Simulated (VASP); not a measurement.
# MnSb (Fm-3m) in VASP: a series of runs, part 2 of 2

VASP 6.6.1. Earlier steps stand in the parts before.

## 4. Electric field gradients, PBE, collinear spin, typed start (volume scaled by 1.02)

The input, INCAR:

```
SYSTEM = MnSb
PREC = Accurate ; ENCUT = 520
EDIFF = 1E-8 ; ISMEAR = -1
SIGMA = 0.03 ; LREAL = .False.
LASPH = .True. ; NELM = 150
ALGO = Fast ; ISIF = 2
LWAVE = .False. ; LCHARG = .False.
ISPIN = 2 ; MAGMOM = 4 0
LORBIT = 11 ; LMAXMIX = 4
GGA = PE ; LEFG = .True.
NBANDS = 20
```

The input, KPOINTS:

```
Automatic mesh
0
Gamma
  11 11 11
  0 0 0
```

The input, POSCAR:

```
MnSb
1.0
    0.0000000000      2.8042671959      2.8042671959
    2.8042671959      0.0000000000      2.8042671959
    2.8042671959      2.8042671959      0.0000000000
Mn Sb
1 1
Direct
    0.0000000000      0.0000000000      0.0000000000
    0.5000000000      0.5000000000      0.5000000000
```

Potentials or basis: VASP PAW PBE potentials, release 64 (Mn_pv, Sb).

The run is started by

```
$ cat potpaw_PBE.64/Mn_pv/POTCAR potpaw_PBE.64/Sb/POTCAR > POTCAR
$ mpirun -np 1 vasp_std > vasp.out
```

OUTCAR:

```text
SYSTEM = MnSb
   PREC = Accurate
   ENCUT = 520
   EDIFF = 1E-8
   ISMEAR = -1
   LREAL = .False.
   LASPH = .True.
   NELM = 150
   ISIF = 2
   ISPIN = 2
   LORBIT = 11
   GGA = PE

 ion  position               nearest neighbor table
   1  0.000  0.000  0.000-   2 2.80   2 2.80   2 2.80   2 2.80   2 2.80   2 2.80
   2  0.500  0.500  0.500-   1 2.80   1 2.80   1 2.80   1 2.80   1 2.80   1 2.80

  LATTYP: Found a face centered cubic cell.
 ALAT       =     5.6085343918

  Lattice vectors:

 A1 = (   0.0000000000,   2.8042671959,   2.8042671959)
 A2 = (   2.8042671959,   0.0000000000,   2.8042671959)
 A3 = (   2.8042671959,   2.8042671959,   0.0000000000)

Analysis of symmetry for initial positions (statically):
=====================================================================
 Subroutine PRICEL returns:
 Original cell was already a primitive cell.

 Routine SETGRP: Setting up the symmetry group for a
 face centered cubic supercell.

 Subroutine GETGRP returns: Found 48 space group operations
 (whereof 48 operations were pure point group operations)
 out of a pool of 48 trial point group operations.

The static configuration has the point symmetry O_h .

Analysis of symmetry for dynamics (positions and initial velocities):
=====================================================================
 Subroutine PRICEL returns:
 Original cell was already a primitive cell.

 Routine SETGRP: Setting up the symmetry group for a
 face centered cubic supercell.

 Subroutine GETGRP returns: Found 48 space group operations
 (whereof 48 operations were pure point group operations)
 out of a pool of 48 trial point group operations.

The dynamic configuration has the point symmetry O_h .

Analysis of structural, dynamic, and magnetic symmetry:
=====================================================================
 Subroutine PRICEL returns:
 Original cell was already a primitive cell.

 Routine SETGRP: Setting up the symmetry group for a
 face centered cubic supercell.

 Subroutine GETGRP returns: Found 48 space group operations
 (whereof 48 operations were pure point group operations)
 out of a pool of 48 trial point group operations.

The overall configuration has the point symmetry O_h .

 Subroutine INISYM returns: Found 48 space group operations
 (whereof 48 operations are pure point group operations),
 and found     1 'primitive' translations

----------------------------------------------------------------------------------------

                                     Primitive cell

  volume of cell :      44.1050

  direct lattice vectors                    reciprocal lattice vectors
     0.000000000  2.804267196  2.804267196    -0.178299700  0.178299700  0.178299700
     2.804267196  0.000000000  2.804267196     0.178299700 -0.178299700  0.178299700
     2.804267196  2.804267196  0.000000000     0.178299700  0.178299700 -0.178299700

  length of vectors
     3.965832701  3.965832701  3.965832701     0.308824140  0.308824140  0.308824140

  position of ions in fractional coordinates (direct lattice)
     0.000000000  0.000000000  0.000000000
[... 111 lines left out ...]
  energy-cutoff  :      520.00
  volume of cell :       44.11
 maximum number of plane-waves:      1243
 NGX is ok and might be reduce to    30

 number of electron      17.9999987 magnetization       3.8217643

 Free energy of the ion-electron system (eV)
  ---------------------------------------------------
  ext. energy  EPLUGINS =         0.00000000
  ---------------------------------------------------
  free energy    TOTEN  =       -12.85599587 eV

  energy without entropy =      -12.85302718  energy(sigma->0) =      -12.85451152

 E-fermi :   7.5397     XC(G=0): -10.5304

 val. band max:        7.5294191810   @ k =   0.3636   0.2727   0.0000
 cond. band min:       7.5397384832   @ k =  -0.4545   0.3636   0.0000
 fundamental gap:      0.0103193022
 Fermi energy:         7.5396698903

 spin component 1

 k-point     1 :       0.0000    0.0000    0.0000
  band No.  band energies     occupation
      1     -42.7934      1.00000
      2     -42.7934      1.00000
      3     -42.7934      1.00000
      4      -3.9490      1.00000
      5       4.4444      1.00000
      6       4.4444      1.00000
[... 541 lines left out ...]
     19      20.1006      0.00000
     20      20.8332      0.00000

 [... further k-points ...]

 spin component 2

 k-point     1 :       0.0000    0.0000    0.0000
  band No.  band energies     occupation
      1     -38.8571      1.00000
      2     -38.8571      1.00000
      3     -38.8571      1.00000
      4      -3.8812      1.00000
      5       7.6522      0.02296
      6       7.6522      0.02294
[... 541 lines left out ...]
     19      20.4011      0.00000
     20      21.3287      0.00000

 [... further k-points ...]

------------------------ aborting loop because EDIFF is reached ----------------------------------------

  FORCE on cell =-STRESS in cart. coord.  units (eV):
  Direction    XX          YY          ZZ          XY          YZ          ZX
  --------------------------------------------------------------------------------------
  -------------------------------------------------------------------------------------
  Total       -0.3021653     -0.3021653     -0.3021653     -0.0000000     -0.0000000     -0.0000000
  in kB      -10.9765780    -10.9765780    -10.9765780     -0.0000000     -0.0000000     -0.0000000
  external PRESSURE =     -10.9765780 kB  Pullay stress =       0.0000000 kB

 VOLUME and BASIS-vectors are now :
 -----------------------------------------------------------------------------
  energy-cutoff  :      520.00
  volume of cell :       44.11
      direct lattice vectors                 reciprocal lattice vectors
     0.000000000  2.804267196  2.804267196    -0.178299700  0.178299700  0.178299700
     2.804267196  0.000000000  2.804267196     0.178299700 -0.178299700  0.178299700
     2.804267196  2.804267196  0.000000000     0.178299700  0.178299700 -0.178299700

 POSITION                                       TOTAL-FORCE (eV/Angst)
 -----------------------------------------------------------------------------------
      0.00000      0.00000      0.00000         0.000000     -0.000000      0.000000
      2.80427      2.80427      2.80427        -0.000000      0.000000     -0.000000
 -----------------------------------------------------------------------------------
    total drift:                               -0.000000      0.000000      0.000000

  FREE ENERGIE OF THE ION-ELECTRON SYSTEM (eV)
  ---------------------------------------------------
  free  energy   TOTEN  =       -12.8559958667 eV

  energy  without entropy=      -12.8530271755  energy(sigma->0) =      -12.85451152

 Electric field gradients (V/A^2)
---------------------------------------------------------------------
 ion       V_xx      V_yy      V_zz      V_xy      V_xz      V_yz
---------------------------------------------------------------------
   1       0.000    -0.000     0.000     0.004     0.004     0.004
   2       0.000    -0.000    -0.000     0.000     0.000     0.000
---------------------------------------------------------------------

 Electric field gradients after diagonalization (V/A^2)
 (convention: |V_zz| > |V_xx| > |V_yy|)
----------------------------------------------------------------------
 ion       V_xx      V_yy      V_zz     asymmetry (V_yy - V_xx)/ V_zz
----------------------------------------------------------------------
   1      -0.004    -0.004     0.008       0.000
   2      -0.000    -0.000     0.000       0.000
----------------------------------------------------------------------

           NMR quadrupolar parameters

 Cq : quadrupolar parameter    Cq=e*Q*V_zz/h
 eta: asymmetry parameters     (V_yy - V_xx)/ V_zz
 Q  : nuclear electric quadrupole moment in mb (millibarn)
----------------------------------------------------------------------
 ion       Cq(MHz)       eta       Q (mb)
----------------------------------------------------------------------
   1       0.000       0.000       1.000
   2       0.000       0.000       1.000
----------------------------------------------------------------------

 total charge

# of ion       s       p       d       tot
------------------------------------------
    1        0.279   6.180   4.991  11.450
    2        1.145   1.291   0.034   2.470
--------------------------------------------------
tot          1.425   7.470   5.026  13.920

 magnetization (x)

# of ion       s       p       d       tot
------------------------------------------
    1        0.074   0.034   3.652   3.760
    2        0.015  -0.134   0.010  -0.109
--------------------------------------------------
tot          0.089  -0.100   3.663   3.651
```

It took 2.4 min on 1 thread of Intel Xeon Platinum 8488C (Sapphire Rapids), shared host; peak memory 0.23 GiB.

What came out:

```yaml
Free_energy: -12.8560 eV
Pressure: -1.1 GPa
Band_gap_on_the_k_mesh: none (metal or under the smearing width)
Net_moment: 3.82 μB per cell
Site_moments: Mn +3.76; Sb -0.11 μB
Valence_electrons_inside_the_program's_atomic_spheres: Mn 11.45; Sb 2.47
```

Levels at points of the mesh, in eV from the Fermi level:
Spin up:
```tsv
k point	band 8	band 9	band 10	band 11	band 12	band 13	band 14	band 15
(0.00, 0.00, 0.00)	-2.84	-2.84	1.25	1.25	1.25	4.79	8.09	8.09
```
Spin down:
| k point | band 4 | band 5 | band 6 | band 7 | band 8 | band 9 | band 10 | band 11 |
| --- | --- | --- | --- | --- | --- | --- | --- | --- |
| (0.00, 0.00, 0.00) | -11.42 | 0.11 | 0.11 | 0.24 | 0.24 | 0.24 | 1.23 | 1.23 |

Electric field gradients, principal values (V/Å²):
```csv
atom,Vxx,Vyy,Vzz
1 Mn,-0.004,-0.004,0.008
2 Sb,0.000,0.000,0.000
```

Caveat: a cell with one magnetic atom can't hold antiferromagnetic order, which such compounds often take.

## 5. Summary

```csv
level,cell,gap on the mesh (eV),pressure (GPa),moment (μB)
r2SCAN,as given,none,2.5,4.02
PBE,"volume scaled by 1.04, PAW files",none,-2.1,3.86
PBE,"volume scaled by 1.02, PAW files",none,-1.1,3.82
```

Alike in all rows: task electric field gradients; potentials or basis VASP PAW PBE potentials, release 64 (Mn_pv, Sb); spin collinear, typed start; k mesh 11 × 11 × 11; cutoff (eV) 520; smearing fermi-dirac 0.03 eV.

Caveats: a cell with one magnetic atom can't hold antiferromagnetic order, which such compounds often take; the PAW data sets were made with another functional, which shifts forces and pressure a little (some runs).

Absolute energies hang on the potentials; compare differences alone.
